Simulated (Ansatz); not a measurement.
# Γ-surface in Cu

Computed with DFT PBE+D3(BJ), scalar-relativistic, plane waves, PAW in Ansatz 0.2.0. Settings: plane waves to 420 eV, k-mesh 25×3×6 (Γ-centred), Gaussian smearing 0.15 eV. No spin polarisation. Energies are free energies at this smearing, counted from the undisturbed cell; pressure is positive in compression.

The undisturbed cell (relaxed at this level; this form isn't the usual structure):

```
Cu
1.0
     0.00000   -2.29226    0.00000
    -6.97385    0.00000  -21.74334
    11.56895    0.00000    0.00000
Cu
1
Direct
  0.50000 0.50000 0.50000
```

Vector c is tilted by p·a + q·b with the atoms' Cartesian places fixed: one unrelaxed fault a cell on a (1 0 -1) plane of area 52.34 Å². Points are written (p, q).

Energy above the undisturbed cell in mJ/m² (a dash: not computed):

```csv
p \ q,0.000,0.167,0.333,0.500,0.667,0.833
0.000,0,0,0,0,0,0
0.167,0,–,–,–,–,–
0.333,0,–,0,–,0,–
0.667,0,–,0,–,0,–
```

Cost: 10 runs of about 19 core-minutes in all, on AMD EPYC 7R43 (Zen 3) (shared hosts).